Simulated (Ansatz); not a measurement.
BN, space group Fmm2: an equation of state with a fit, run with Ansatz 0.2.0, Python API.

Script `run_eos.py`:
```python
# -*- coding: utf-8 -*-
'''Equation of state of BN.'''

import ansatz as az
import numpy as np

VECTORS = np.array([
    [0.0, 3.49531583, 2.16609124],
    [1.2516321, 0.0, 2.16609124],
    [1.2516321, 3.49531583, 0.0],
])
SITES = [
    ('B', (4.865e-05, 4.865e-05, 0.99995135)),
    ('N', (2 / 3, 2 / 3, 1 / 3)),
]


def crystal_on(cell):
    crystal = az.Crystal(lattice=az.Lattice.of(cell))
    for symbol, position in SITES:
        crystal = crystal.atom(symbol, position)
    return crystal


def main():
    # uniform scaling of the cell
    volumes, energies, pressures = [], [], []
    for scale in np.linspace(0.88, 1.12, 7):
        cell = VECTORS * scale ** (1 / 3)
        calculation = (
            crystal_on(cell).calculation()
            .functional(az.Functional.PBESOL)
            .occupations('fixed')
            .basis(500)
            .kpoints(10, 10, 10)
            .stress()
        )
        r = calculation.run().report
        volumes.append(abs(np.linalg.det(cell)) / len(SITES))
        energies.append(r['free_energy_ev'] / len(SITES))
        pressures.append(np.trace(r['stress_gpa']) / 3)
        print(f'V = {volumes[-1]:8.4f} A^3/atom  F = {energies[-1]:.5f} eV/atom  P = {pressures[-1]:8.3f} GPa')

    # third-order Birch-Murnaghan: a cubic in V^(-2/3)
    x = np.array(volumes) ** (-2 / 3)
    poly = np.polynomial.Polynomial.fit(x, energies, 3).convert()
    roots = poly.deriv().roots()
    x0 = min((r.real for r in roots if abs(r.imag) < 1e-9 and poly.deriv(2)(r.real) > 0), key=lambda r: abs(r - x.mean()))
    v0 = x0 ** -1.5
    b0 = 4 / 9 * poly.deriv(2)(x0) * v0 ** (-7 / 3) * 160.21766
    b1 = 4 + 2 / 3 * x0 * poly.deriv(3)(x0) / poly.deriv(2)(x0)
    print(f'V0 = {v0:.4f} A^3/atom, B0 = {b0:.1f} GPa, dB/dP = {b1:.2f}')


if __name__ == '__main__':
    main()
```

From its runs, with one value withheld:

| V (Å³/atom) | F less the lowest row shown (meV/atom) |
| --- | --- |
| 8.339 | 123.94 |
| 8.718 | ? |
| 9.097 | 13.09 |
| 9.476 | 0.00 |
| 9.855 | 8.94 |
| 10.234 | 36.23 |
| 10.613 | 78.85 |

What is the missing energy at 8.718 Å³ an atom?

A third-order Birch-Murnaghan fit, E = E0 + (9 V0 B0 / 16) [(t - 1)³ B' + (t - 1)² (6 - 4t)] with t = (V0/V)^(2/3), through the 6 rows shown gives V0 = 9.501 Å³, B0 = 229.8 GPa, B' = 3.56 and E0 = -0.04 meV. At V = 8.718 Å³, t = 1.05898, and the fit interpolates to 52.60 meV. The run gave 52.61 meV, a miss of 0.01 meV.

Reading the output:
- Shape and fractional positions are held along the curve, so the bulk modulus is an upper value where they are free to relax.
- Pressure is positive in compression.
- This cell is a computed structure, which may not be the phase found in nature.
- Finished in 20 s on 1 thread of Arm Neoverse V2, on a shared host, peak memory 0.4 GiB.
